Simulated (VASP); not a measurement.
# SnTe (Fm-3m) in VASP: notebook, part 2 of 2

VASP 6.6.1. The steps go on from the part before.

## Step 4: Band structure, SCAN

INCAR reads:

```
ALGO = Normal ; EDIFF = 1E-7
ENCUT = 520 ; ISIF = 2
ISMEAR = -1 ; LASPH = T
LCHARG = F ; LMIXTAU = T
LREAL = F ; LWAVE = F
METAGGA = SCAN ; NELM = 100
PREC = Accurate ; SIGMA = 0.05
```

KPOINTS reads:

```
k-points
0
Gamma
  7 7 7
```

POSCAR reads:

```
SnTe
1.0
    0.0000000000      3.1508500000      3.1508500000
    3.1508500000      0.0000000000      3.1508500000
    3.1508500000      3.1508500000      0.0000000000
Te Sn
1 1
Direct
    0.5000000000      0.5000000000      0.5000000000
    0.0000000000      0.0000000000      0.0000000000
```

KPOINTS_OPT reads:

```
path GXWKGLUWLK,UX
10
line-mode
reciprocal
 0.0000000000  0.0000000000  0.0000000000  G
 0.5000000000  0.0000000000  0.5000000000  X

 0.5000000000  0.0000000000  0.5000000000  X
 0.5000000000  0.2500000000  0.7500000000  W

 0.5000000000  0.2500000000  0.7500000000  W
 0.3750000000  0.3750000000  0.7500000000  K

 0.3750000000  0.3750000000  0.7500000000  K
 0.0000000000  0.0000000000  0.0000000000  G

 0.0000000000  0.0000000000  0.0000000000  G
 0.5000000000  0.5000000000  0.5000000000  L

 0.5000000000  0.5000000000  0.5000000000  L
 0.6250000000  0.2500000000  0.6250000000  U

 0.6250000000  0.2500000000  0.6250000000  U
 0.5000000000  0.2500000000  0.7500000000  W

 0.5000000000  0.2500000000  0.7500000000  W
 0.5000000000  0.5000000000  0.5000000000  L

 0.5000000000  0.5000000000  0.5000000000  L
 0.3750000000  0.3750000000  0.7500000000  K

 0.6250000000  0.2500000000  0.6250000000  U
 0.5000000000  0.0000000000  0.5000000000  X
```

Launch:

```sh
$ cat potpaw_PBE.64/Te/POTCAR potpaw_PBE.64/Sn_d/POTCAR > POTCAR
$ mpirun -np 1 vasp_std > vasp.out
```

It took 3.2 min on 1 thread of Intel Xeon 6975P-C (Granite Rapids), shared host; peak memory 0.24 GiB.

It converged, with:

- Free energy: -73.5546 eV
- Pressure: 0.9 GPa
- Band gap along the path: 0.10 eV, direct

Levels at the corners of the path, in eV from the Fermi level:
```csv
point,band 6,band 7,band 8,band 9,band 10,band 11,band 12,band 13,band 14
Γ,-13.45,-4.99,-2.39,-2.39,-2.39,3.33,3.33,3.33,5.06
X,-11.75,-6.98,-5.89,-4.03,-4.03,2.43,5.00,5.00,6.59
X,-11.75,-6.98,-5.89,-4.03,-4.03,2.43,5.00,5.00,6.59
W,-11.64,-7.93,-5.13,-5.13,-0.93,0.71,4.88,4.88,6.25
W,-11.64,-7.93,-5.13,-5.13,-0.93,0.71,4.88,4.88,6.25
K,-11.70,-7.98,-5.48,-3.51,-2.93,2.99,3.20,4.41,5.75
K,-11.70,-7.98,-5.48,-3.51,-2.93,2.99,3.20,4.41,5.75
Γ,-13.45,-4.99,-2.39,-2.39,-2.39,3.33,3.33,3.33,5.06
Γ,-13.45,-4.99,-2.39,-2.39,-2.39,3.33,3.33,3.33,5.06
L,-12.06,-8.91,-1.96,-1.96,0.00,0.10,0.19,0.19,8.26
L,-12.06,-8.91,-1.96,-1.96,0.00,0.10,0.19,0.19,8.26
U,-11.70,-7.98,-5.48,-3.51,-2.93,2.99,3.20,4.41,5.75
U,-11.70,-7.98,-5.48,-3.51,-2.93,2.99,3.20,4.41,5.75
W,-11.64,-7.93,-5.13,-5.13,-0.93,0.71,4.88,4.88,6.25
W,-11.64,-7.93,-5.13,-5.13,-0.93,0.71,4.88,4.88,6.25
L,-12.06,-8.91,-1.96,-1.96,0.00,0.10,0.19,0.19,8.26
L,-12.06,-8.91,-1.96,-1.96,0.00,0.10,0.19,0.19,8.26
K,-11.70,-7.98,-5.48,-3.51,-2.93,2.99,3.20,4.41,5.75
U,-11.70,-7.98,-5.48,-3.51,-2.93,2.99,3.20,4.41,5.75
X,-11.75,-6.98,-5.89,-4.03,-4.03,2.43,5.00,5.00,6.59
```

Caveat: this odd mesh misses L, where the gap lies, so gap, dielectric constants and Born charges aren't listed; the PAW data sets were made with another functional, which shifts forces and pressure a little; spin-orbit coupling is left out, which moves the levels of the heavy elements.

## Step 5: Band structure, SCAN, spin-orbit coupling, no magnetisation

INCAR reads:

```
PREC = Accurate
ENCUT = 520
EDIFF = 1E-6
ISMEAR = -1
SIGMA = 0.05
LREAL = F
LASPH = T
NELM = 80
ALGO = Normal
ISIF = 2
LWAVE = F
LCHARG = F
LNONCOLLINEAR = T
MAGMOM = 0 0 0 0 0 0
LORBIT = 11
LSORBIT = T
GGA_COMPAT = F
METAGGA = SCAN
LMIXTAU = T
```

KPOINTS reads:

```
Automatic mesh
0
Gamma
  5 5 5
```

POSCAR is that of step 4.

KPOINTS_OPT, as its differences from that of step 4:

```diff
@@ -1,3 +1,3 @@
 path GXWKGLUWLK,UX
-10
+20
 line-mode
```

Potentials or basis: VASP PAW PBE potentials, release 64 (Te, Sn_d).

Launch:

```sh
$ cat potpaw_PBE.64/Te/POTCAR potpaw_PBE.64/Sn_d/POTCAR > POTCAR
$ mpirun -np 1 vasp_ncl > vasp.out
```

OUTCAR:

```text
PREC = Accurate
   ENCUT = 520
   EDIFF = 1E-6
   ISMEAR = -1
   LREAL = F
   LASPH = T
   NELM = 80
   ISIF = 2
   LNONCOLLINEAR = T
   LORBIT = 11
   LSORBIT = T
   METAGGA = SCAN

 ion  position               nearest neighbor table
   1  0.500  0.500  0.500-   2 3.15   2 3.15   2 3.15   2 3.15   2 3.15   2 3.15
   2  0.000  0.000  0.000-   1 3.15   1 3.15   1 3.15   1 3.15   1 3.15   1 3.15

  LATTYP: Found a face centered cubic cell.
 ALAT       =     6.3017000000

  Lattice vectors:

 A1 = (   0.0000000000,   3.1508500000,   3.1508500000)
 A2 = (   3.1508500000,   0.0000000000,   3.1508500000)
[... 562 lines left out ...]
    -0.0048590    -0.0012147     0.0000000    -0.0012147     0.0000000
 l=   3
     0.0000000     0.0000000     0.0000000     0.0000000     0.0000000     0.0000000     0.0000000
     0.0000000     0.0000000     0.0000000     0.0000000     0.0000000     0.0000000     0.0000000
     0.0000000     0.0000000     0.0000000     0.0000000     0.0000000     0.0000000     0.0000000
     0.0000000     0.0000000     0.0000000     0.0000000     0.0000000     0.0000000     0.0000000
     0.0000000     0.0000000     0.0000000     0.0000000     0.0000000     0.0000000     0.0000000
     0.0000000     0.0000000     0.0000000     0.0000000     0.0000000     0.0000000     0.0000000
     0.0000000     0.0000000     0.0000000     0.0000000     0.0000000     0.0000000     0.0000000

 total charge

# of ion       s       p       d       tot
------------------------------------------
    1        1.377   1.945   0.030   3.352
    2        1.314   0.775   9.979  12.068
--------------------------------------------------
tot          2.692   2.720  10.009  15.421

 magnetization (x)

# of ion       s       p       d       tot
------------------------------------------
    1        0.000   0.000  -0.000   0.000
    2       -0.000   0.000   0.000   0.000
--------------------------------------------------
tot          0.000   0.000   0.000   0.000

 magnetization (y)

# of ion       s       p       d       tot
------------------------------------------
    1       -0.000  -0.000  -0.000  -0.000
    2        0.000   0.000  -0.000   0.000
--------------------------------------------------
tot         -0.000   0.000  -0.000   0.000

 magnetization (z)

# of ion       s       p       d       tot
------------------------------------------
    1       -0.000  -0.000  -0.000  -0.000
    2       -0.000  -0.000   0.000  -0.000
--------------------------------------------------
tot         -0.000  -0.000  -0.000  -0.000
```

OSZICAR:

```text
N       E                     dE             d eps       ncg     rms          rms(c)
DAV:   1     0.112002560549E+03    0.11200E+03   -0.95774E+03   568   0.175E+03
DAV:   2    -0.529275368943E+02   -0.16493E+03   -0.16040E+03   576   0.458E+02
DAV:   3    -0.754803284231E+02   -0.22553E+02   -0.22079E+02   672   0.153E+02
DAV:   4    -0.765410213106E+02   -0.10607E+01   -0.10540E+01   684   0.350E+01
DAV:   5    -0.765820476016E+02   -0.41026E-01   -0.41014E-01   796   0.710E+00    0.546E+00
DAV:   6    -0.738171610714E+02    0.27649E+01   -0.84325E-01   612   0.174E+01    0.402E+00
DAV:   7    -0.734337145972E+02    0.38345E+00   -0.57865E-01   568   0.853E+00    0.156E+00
DAV:   8    -0.737343789730E+02   -0.30066E+00   -0.59549E-01   560   0.748E+00    0.681E-01
DAV:   9    -0.737171863969E+02    0.17193E-01   -0.10732E-01   560   0.439E+00    0.400E-01
DAV:  10    -0.736927019027E+02    0.24484E-01   -0.42698E-02   568   0.244E+00    0.507E-01
[... 192 further cycles ...]
DAV:   9    -0.151028928481E+04   -0.11879E-06      368
       N       E                     dE             ncg
DAV:   1     0.283862407463E+03   -0.58749E+04      560
DAV:   2    -0.132178059216E+04   -0.16056E+04      568
DAV:   3    -0.151439900346E+04   -0.19262E+03      760
DAV:   4    -0.152132293700E+04   -0.69239E+01      656
DAV:   5    -0.152164526627E+04   -0.32233E+00      796
DAV:   6    -0.152164789908E+04   -0.26328E-02      688
DAV:   7    -0.152164799774E+04   -0.98660E-04      812
DAV:   8    -0.152164799900E+04   -0.12611E-05      576
DAV:   9    -0.152164799907E+04   -0.76921E-07      376
```

It took 24 min on 1 thread of Intel Xeon 6975P-C (Granite Rapids), shared host; peak memory 0.49 GiB.

Results:

```
Free energy                                           : -73.6930 eV
Pressure                                              : 0.8 GPa
Valence electrons inside the program's atomic spheres : Te 3.35; Sn 12.07
```

Caveat: this odd mesh misses L, where the gap lies, so gap, dielectric constants and Born charges aren't listed; the PAW data sets were made with another functional, which shifts forces and pressure a little.

## Step 6: Band structure, rSCAN

INCAR reads:

```
SYSTEM = SnTe
ALGO = Normal ; EDIFF = 1E-7
ENCUT = 520 ; ISIF = 2
ISMEAR = -1 ; LASPH = .True.
LCHARG = .False. ; LMIXTAU = .True.
LREAL = .False. ; LWAVE = .False.
METAGGA = RSCAN ; NELM = 60
PREC = Accurate ; SIGMA = 0.05
```

KPOINTS reads:

```
k-points
0
Gamma
  7 7 7
  0 0 0
```

POSCAR is that of step 5.

KPOINTS_OPT, as its differences from that of step 5:

```diff
@@ -1,3 +1,3 @@
 path GXWKGLUWLK,UX
-20
+10
 line-mode
```

Potentials or basis: VASP PAW PBE potentials, release 64 (Te, Sn_d).

Launch:

```sh
$ cat potpaw_PBE.64/Te/POTCAR potpaw_PBE.64/Sn_d/POTCAR > POTCAR
$ mpirun -np 1 vasp_std > vasp.out
```

Run time: 2.4 min. Hardware: 1 thread of Intel Xeon 6975P-C (Granite Rapids), shared host; peak memory 0.23 GiB.

The run converged. Its results:

| Item | Value |
| --- | --- |
| Free energy | -89.6519 eV |
| Pressure | 1.7 GPa |
| Band gap along the path | 0.03 eV, direct |

Levels at the corners of the path, in eV from the Fermi level:
| point | band 7 | band 8 | band 9 | band 10 | band 11 | band 12 | band 13 | band 14 |
| --- | --- | --- | --- | --- | --- | --- | --- | --- |
| Γ | -4.82 | -2.54 | -2.54 | -2.54 | 3.36 | 3.36 | 3.36 | 4.90 |
| X | -6.84 | -6.03 | -4.17 | -4.17 | 2.26 | 5.04 | 5.04 | 6.64 |
| X | -6.84 | -6.03 | -4.17 | -4.17 | 2.26 | 5.04 | 5.04 | 6.64 |
| W | -7.84 | -5.27 | -5.27 | -1.09 | 0.77 | 4.77 | 4.77 | 6.25 |
| W | -7.84 | -5.27 | -5.27 | -1.09 | 0.77 | 4.77 | 4.77 | 6.25 |
| K | -7.90 | -5.63 | -3.65 | -3.00 | 2.98 | 3.16 | 4.34 | 5.74 |
| K | -7.90 | -5.63 | -3.65 | -3.00 | 2.98 | 3.16 | 4.34 | 5.74 |
| Γ | -4.82 | -2.54 | -2.54 | -2.54 | 3.36 | 3.36 | 3.36 | 4.90 |
| Γ | -4.82 | -2.54 | -2.54 | -2.54 | 3.36 | 3.36 | 3.36 | 4.90 |
| L | -8.87 | -2.17 | -2.17 | 0.02 | 0.05 | 0.21 | 0.21 | 8.16 |
| L | -8.87 | -2.17 | -2.17 | 0.02 | 0.05 | 0.21 | 0.21 | 8.16 |
| U | -7.90 | -5.63 | -3.65 | -3.00 | 2.98 | 3.16 | 4.34 | 5.74 |
| U | -7.90 | -5.63 | -3.65 | -3.00 | 2.98 | 3.16 | 4.34 | 5.74 |
| W | -7.84 | -5.27 | -5.27 | -1.09 | 0.77 | 4.77 | 4.77 | 6.25 |
| W | -7.84 | -5.27 | -5.27 | -1.09 | 0.77 | 4.77 | 4.77 | 6.25 |
| L | -8.87 | -2.17 | -2.17 | 0.02 | 0.05 | 0.21 | 0.21 | 8.16 |
| L | -8.87 | -2.17 | -2.17 | 0.02 | 0.05 | 0.21 | 0.21 | 8.16 |
| K | -7.90 | -5.63 | -3.65 | -3.00 | 2.98 | 3.16 | 4.34 | 5.74 |
| U | -7.90 | -5.63 | -3.65 | -3.00 | 2.98 | 3.16 | 4.34 | 5.74 |
| X | -6.84 | -6.03 | -4.17 | -4.17 | 2.26 | 5.04 | 5.04 | 6.64 |

Caveat: this odd mesh misses L, where the gap lies, so gap, dielectric constants and Born charges aren't listed; the PAW data sets were made with another functional, which shifts forces and pressure a little; spin-orbit coupling is left out, which moves the levels of the heavy elements.

## Step 7: Overview

| level | spin | k mesh | pressure (GPa) |
| --- | --- | --- | --- |
| r2SCAN | off | 7 × 7 × 7 | 1.5 |
| r2SCAN | SOC, no magnetisation | 5 × 5 × 5 | 1.6 |
| SCAN | off | 7 × 7 × 7 | 0.9 |
| SCAN | SOC, no magnetisation | 5 × 5 × 5 | 0.8 |
| rSCAN | off | 7 × 7 × 7 | 1.7 |

Alike in all rows: task band structure; potentials or basis VASP PAW PBE potentials, release 64 (Te, Sn_d); cell as given; cutoff (eV) 520; smearing fermi-dirac 0.05 eV.

The pressure there spans 0.8 GPa (SCAN) to 1.7 GPa (rSCAN); a positive pressure means that this level wants a larger cell, a negative one a smaller.

Caveats: the PAW data sets were made with another functional, which shifts forces and pressure a little; spin-orbit coupling is left out, which moves the levels of the heavy elements (some runs).

Absolute energies hang on the potentials; compare differences alone.

## Step 8: Comparison with measurements

Step 2. Against the measured gap of SnTe, 0.18 eV (direct; 300 K; a printed reference work, textbook), the calculated 0.03 eV is off by -0.15 eV. Spin-orbit coupling on Sn, Te is left out. The value is that of r2SCAN, without temperature or zero-point motion.

Step 4. Against the measured gap of SnTe, 0.18 eV (direct; 300 K; a printed reference work, textbook), the calculated 0.10 eV is off by -0.08 eV. Spin-orbit coupling on Sn, Te is left out. The value is that of SCAN, without temperature or zero-point motion.

Step 6. Against the measured gap of SnTe, 0.18 eV (direct; 300 K; a printed reference work, textbook), the calculated 0.03 eV is off by -0.15 eV. Spin-orbit coupling on Sn, Te is left out. The value is that of rSCAN, without temperature or zero-point motion.
